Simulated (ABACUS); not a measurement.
Ta, 1 atom in the cell. The typed cell holds 1 atom: a = 2.878 Å, b = 2.876 Å, c = 2.867 Å, α = 107.90°, β = 109.43°, γ = 112.18°. 

| Item | Value |
| --- | --- |
| Program | ABACUS 3.10.1 |
| Task | relaxation of cell and atoms |
| Functional | BLYP |
| Dispersion | D2 |
| Potentials or basis | PseudoDojo NC SR 0.4.1 PBE standard |
| Cutoff | 1361 eV |
| Density cutoff | 5442 eV |
| Basis | DZP LCAO (the cutoffs set its grid) |
| k mesh | 8 × 8 × 8 |
| Occupations | fermi-dirac, width 0.05 eV |
| Spin | no spin polarisation |
| Radial cutoff of the potentials (pseudo_rcut) | 7 bohr |
| Orbital files | Ta Ta_confined-atom_7au_3s2p2d1f.orb |
| Optimiser | ASE BFGS |
| Force threshold | 0.01 eV/Å |
| Max steps | 60 |
| Cell moves | yes |
| SCF threshold on the density | 1e-07 |
| Max SCF steps | 100 |
| Eigensolver | genelpa |
| Mixing | broyden |
| Mixing share | 0.7 |
| Symmetry key | 1 |
| Bands | 11 |
| D2 scale factor | 1.2 |

Potentials or basis: PseudoDojo NC SR 0.4.1 PBE standard, DZP LCAO (the cutoffs set its grid).

Run with:

```bash
$ OMP_NUM_THREADS=1 python run_abacus.py > log
```

Hardware: 4 MPI ranks on Intel(R) Xeon(R) 6975P-C (Granite Rapids), on a shared host.

Estimate the wall time of this run.

Wall time 38 s on 4 MPI ranks on Intel(R) Xeon(R) 6975P-C (Granite Rapids), with other jobs on the host, peak memory 0.4 GiB a rank. Counts: scf iterations 7, k points 260, bands 11, basis 26, ion steps 10, ranks 4.
